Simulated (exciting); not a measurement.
# Ru (P6_3/mmc) in exciting: further runs

Aim: see how the results for Ru move with the level of theory and the settings. Levels: PBEsol (libxc), PBE+TS, LDA-GL, AM05, LDA. Tasks: effective masses, optical spectrum, density of states, band structure.

Everything below comes from runs of exciting (release sodium). Logs are shortened: lines on timing, memory, paths and dates and some standing lists are left out, and cuts for length are marked.

### Step 1. Starting point

It takes space group P6_3/mmc (No. 194, hexagonal). The conventional cell has a = 2.706 Å, b = 2.706 Å, c = 4.282 Å, α = 90.00°, β = 90.00°, γ = 120.00°. Ru (site symmetry -6m2) has 12 Ru at 2.65 to 2.71 Å as nearest neighbours.

### Step 2. Effective masses, PBEsol (libxc), collinear spin, antiferromagnetic start

Input file input.xml:

```xml
<input>
  <title>Ru</title>
  <structure speciespath="./" tshift="false" cartesian="true">
    <crystal scale="1.88972612463">
      <basevect>0.000000000000 2.705800000000 0.000000000000</basevect>
      <basevect>-2.343291537600 -1.352900000000 0.000000000000</basevect>
      <basevect>0.000000000000 0.000000000000 4.281900000000</basevect>
    </crystal>
    <species speciesfile="Ru.xml" rmt="2.3">
      <atom coord="-1.476059745258 2.556610474262 6.068713719776" bfcmt="0 0 -8"/>
      <atom coord="-2.952119490959 -0.000000000256 2.022904573259" bfcmt="0 0 8"/>
    </species>
  </structure>
  <groundstate do="fromscratch" ngridk="11 11 6" rgkmax="8" gmaxvr="14" lmaxapw="10" lmaxmat="10" lmaxvr="8" stype="Gaussian" swidth="0.00036749" nempty="28" ValenceRelativity="iora*" epsengy="1e-05" epspot="1e-05" maxscl="90" outputlevel="high">
    <libxc exchange="XC_GGA_X_PBE_SOL" correlation="XC_GGA_C_PBE_SOL"/>
    <spin reducebf="0.5"/>
  </groundstate>
  <properties>
    <masstensor vklem="0 0 0" ndspem="1" deltaem="0.025"/>
  </properties>
</input>
```

Potentials or basis: all-electron LAPW+lo, shipped species files, valence relativity iora*.

The run is started by

```
$ OMP_NUM_THREADS=1 exciting_smp
```

INFO.OUT:

```text
================================================================================
EXCITING SODIUM started
[... 10 lines left out ...]

 Lattice vectors (cartesian) :
      0.0000000000      5.1132209480      0.0000000000
     -4.4281792362     -2.5566104740      0.0000000000
      0.0000000000      0.0000000000      8.0916182931

 Reciprocal lattice vectors (cartesian) :
     -0.7094547185      1.2288116182      0.0000000000
     -1.4189094370      0.0000000000      0.0000000000
      0.0000000000     -0.0000000000      0.7765054010

 Unit cell volume                           :     183.2125157633
 Brillouin zone volume                      :       1.3538933866

 Species :    1 (Ru)
     parameters loaded from                 :    Ru.xml
     name                                   :    ruthenium
     nuclear charge                         :     -44.00000000
     electronic charge                      :      44.00000000
     atomic mass                            :  184239.33920000
     muffin-tin radius                      :       2.30000000
     # of radial points in muffin-tin       :     400

     atomic positions (cartesian) :
       1 :  -1.47605975  2.55661047  6.06871372
       2 :  -2.95211949 -0.00000000  2.02290457

     magnetic fields (cartesian) :
       1 :   0.00000000  0.00000000 -8.00000000
       2 :   0.00000000  0.00000000  8.00000000

 Total number of atoms per unit cell        :       2

 Spin treatment                             :    spin-polarised
 Global magnetic field (cartesian) :        0.00000000   0.00000000   0.00000000
 collinear magnetisation in z-direction

 Number of Bravais lattice symmetries       :      24
 Number of crystal symmetries               :      12

 k-point grid                               :      11   11    6
 Total number of k-points                   :      84
 k-point set is reduced with crystal symmetries

 R^MT_min * |G+k|_max (rgkmax)              :       8.00000000
 Species with R^MT_min                      :       1 (Ru)
 Maximum |G+k| for APW functions            :       3.47826087
 Maximum |G| for potential and density      :      14.00000000
 Polynomial order for pseudochg. density    :       9

 G-vector grid sizes                        :      24    24    40
 Total number of G-vectors                  :    8497

 Maximum angular momentum used for
     APW functions                          :      10
     computing H and O matrix elements      :      10
     potential and density                  :       8
     inner part of muffin-tin               :       2

 Total nuclear charge                       :     -88.00000000
 Total electronic charge                    :      88.00000000
 Total core charge                          :      56.00000000
 Total valence charge                       :      32.00000000

 Effective Wigner radius, r_s               :       0.79212664

 Number of empty states                     :      28
 Total number of valence states             :      90

 Maximum Hamiltonian size                   :     161
 Maximum number of plane-waves              :     135
 Total number of local-orbitals             :      26

 Exchange-correlation type                  :     100
     libxc; exchange: Perdew, Burke & Ernzerhof SOL; correlation: Perdew, Burke & Ernzerhof SOL (see libxc for references)

 Smearing scheme                            :    Gaussian
 Smearing width                             :       0.00036749

 Using multisecant Broyden potential mixing
[... 6 lines left out ...]
* Groundstate module started                                                   *
********************************************************************************
 Output level for this task is set to high

++++++++++++++++++++++++++++++++++++++++++++++++++++++++++++++++++++++++++++++++
[... 5 lines left out ...]
+ SCF iteration number :    1                                                  +
++++++++++++++++++++++++++++++++++++++++++++++++++++++++++++++++++++++++++++++++
 Total energy                               :     -9035.51330383
 _______________________________________________________________
 Fermi energy                               :         0.55455920
 Kinetic energy                             :      9438.74807374
 Coulomb energy                             :    -18211.79554805
 Exchange energy                            :      -257.17224738
 Correlation energy                         :        -5.29358213
 No external B-field energy in total energy
 Sum of eigenvalues                         :     -5381.83587697
 Effective potential energy                 :    -14820.58395071
 Coulomb potential energy                   :    -14475.69667741
 xc potential energy                        :      -344.86227331
 xc effective B-field energy                :        -0.00393820
 External B-field energy                    :         0.00000000
 Non-physical muffin-tin B-field energy     :        -0.02106179
 Hartree energy                             :      2760.59931779
 Electron-nuclear energy                    :    -19996.89531299
 Nuclear-nuclear energy                     :      -975.49955286
 Madelung energy                            :    -10973.94720935
 Core-electron kinetic energy               :         0.00000000

 DOS at Fermi energy (states/Ha/cell)       :       126.30806229

 Electron charges :
     core                                   :        56.00000000
     core leakage                           :         0.00000105
     valence                                :        32.00000000
     interstitial                           :         4.31425342
     charge in muffin-tin spheres :
                  atom     1    Ru          :        41.84287329
                  atom     2    Ru          :        41.84287329
     total charge in muffin-tins            :        83.68574658
     total charge                           :        88.00000000

 Moments :
     interstitial                           :        -0.00000000
     moment in muffin-tin spheres :
                  atom     1    Ru          :         0.72072021
                  atom     2    Ru          :        -0.72072021
     total moment in muffin-tins            :         0.00000000
     total moment                           :        -0.00000000
[... 842 lines left out ...]
 Exchange energy                            :      -257.75124699
 Correlation energy                         :        -5.29444351
 No external B-field energy in total energy
 Sum of eigenvalues                         :     -5391.63388442
 Effective potential energy                 :    -14815.84954991
 Coulomb potential energy                   :    -14470.20114772
 xc potential energy                        :      -345.64840219
 xc effective B-field energy                :        -0.00000000
 External B-field energy                    :         0.00000000
 Non-physical muffin-tin B-field energy     :        -0.00000000
 Hartree energy                             :      2774.61163153
 Electron-nuclear energy                    :    -20019.42441078
 Nuclear-nuclear energy                     :      -975.49955286
 Madelung energy                            :    -10985.21175824
 Core-electron kinetic energy               :         0.00000000

 DOS at Fermi energy (states/Ha/cell)       :       160.48320026

 Electron charges :
     core                                   :        56.00000000
     core leakage                           :         0.00000098
     valence                                :        32.00000000
     interstitial                           :         3.89976903
     charge in muffin-tin spheres :
                  atom     1    Ru          :        42.05011548
                  atom     2    Ru          :        42.05011548
     total charge in muffin-tins            :        84.10023097
     total charge                           :        88.00000000

 Moments :
     interstitial                           :        -0.00000000
     moment in muffin-tin spheres :
                  atom     1    Ru          :         0.00000608
                  atom     2    Ru          :        -0.00000608
     total moment in muffin-tins            :         0.00000000
     total moment                           :        -0.00000000

 RMS change in effective potential (target) :  0.723617E-08  ( 0.100000E-04)
 Absolute change in total energy   (target) :  0.242653E-08  ( 0.100000E-04)
 Charge distance                   (target) :  0.255981E-09  ( 0.100000E-04)

++++++++++++++++++++++++++++++++++++++++++++++++++++++++++++++++++++++++++++++++
| Convergency criteria checked for the last 2 iterations                       +
| Convergence targets achieved. Performing final SCF iteration                 +
++++++++++++++++++++++++++++++++++++++++++++++++++++++++++++++++++++++++++++++++
 Total energy                               :     -9059.14235707
 _______________________________________________________________
 Fermi energy                               :         0.48361029
 Kinetic energy                             :      9424.21566551
 Coulomb energy                             :    -18220.31233208
 Exchange energy                            :      -257.75124699
 Correlation energy                         :        -5.29444351
 No external B-field energy in total energy
 Sum of eigenvalues                         :     -5391.63388440
 Effective potential energy                 :    -14815.84954992
 Coulomb potential energy                   :    -14470.20114773
 xc potential energy                        :      -345.64840219
 xc effective B-field energy                :        -0.00000000
 External B-field energy                    :         0.00000000
 Non-physical muffin-tin B-field energy     :        -0.00000000
 Hartree energy                             :      2774.61163150
 Electron-nuclear energy                    :    -20019.42441073
 Nuclear-nuclear energy                     :      -975.49955286
 Madelung energy                            :    -10985.21175822
 Core-electron kinetic energy               :         0.00000000

 DOS at Fermi energy (states/Ha/cell)       :       160.48320086

 Electron charges :
     core                                   :        56.00000000
     core leakage                           :         0.00000098
     valence                                :        32.00000000
     interstitial                           :         3.89976903
     charge in muffin-tin spheres :
                  atom     1    Ru          :        42.05011548
                  atom     2    Ru          :        42.05011548
     total charge in muffin-tins            :        84.10023097
     total charge                           :        88.00000000

 Moments :
     interstitial                           :        -0.00000000
     moment in muffin-tin spheres :
                  atom     1    Ru          :         0.00000330
                  atom     2    Ru          :        -0.00000330
     total moment in muffin-tins            :         0.00000000
     total moment                           :        -0.00000000

++++++++++++++++++++++++++++++++++++++++++++++++++++++++++++++++++++++++++++++++
[... 9 lines left out ...]
| EXCITING SODIUM stopped                                                      =
================================================================================
```

Run time: 2.9 min. Hardware: 1 thread of Arm Neoverse V2, shared host; peak memory 0.16 GiB.

Results:

```yaml
Band_gap_on_the_k_mesh: none (metal or under the smearing width)
Net_moment: 0.00 μB per cell
All_electrons_inside_the_program's_atomic_spheres: Ru 42.05 (radii Ru 2.3 bohr)
```

Levels at points of the mesh, in eV from the Fermi level:
Spin up:
```
           k point  band 12  band 13  band 14  band 15  band 16  band 17  band 18  band 19  band 20  band 21
(0.00, 0.00, 0.00)    -2.56    -2.39    -1.87    -1.87    -1.34    -1.34     1.25     1.25     1.29    10.42
(0.00, 0.00, 0.50)    -2.72    -2.72    -2.72    -2.69    -2.69     0.60     0.60     0.60     0.60    14.46
```
Spin down:
```
           k point  band 14  band 15  band 16  band 17  band 18  band 19
(0.00, 0.00, 0.00)    -1.87    -1.87    -1.34    -1.34     1.25     1.25
(0.00, 0.00, 0.50)    -2.72    -2.69    -2.69     0.60     0.60     0.60
```

Effective masses (electron masses; levels in eV from the Fermi level):
```
band  level       masses, principal
  11  -2.56  -1.029, -0.190, -0.190
  12  -2.56    -1.029, 0.900, 0.901
  13  -2.39    -1.419, 0.204, 0.204
  14  -1.87  -1.547, -1.544, -1.180
  15  -1.87    -1.180, 0.977, 0.978
  16  -1.34   -0.806, -0.797, 0.484
  17  -1.34   -1.137, -1.120, 0.484
  18   1.24   -0.024, -0.024, 7.665
  19   1.24     1.768, 1.771, 7.665
  20   1.29    -0.205, 0.023, 0.023
```

Caveat: the masses are finite differences along the axes, which mix bands that are degenerate at the k point.

(Continued in part 2 of 3.)
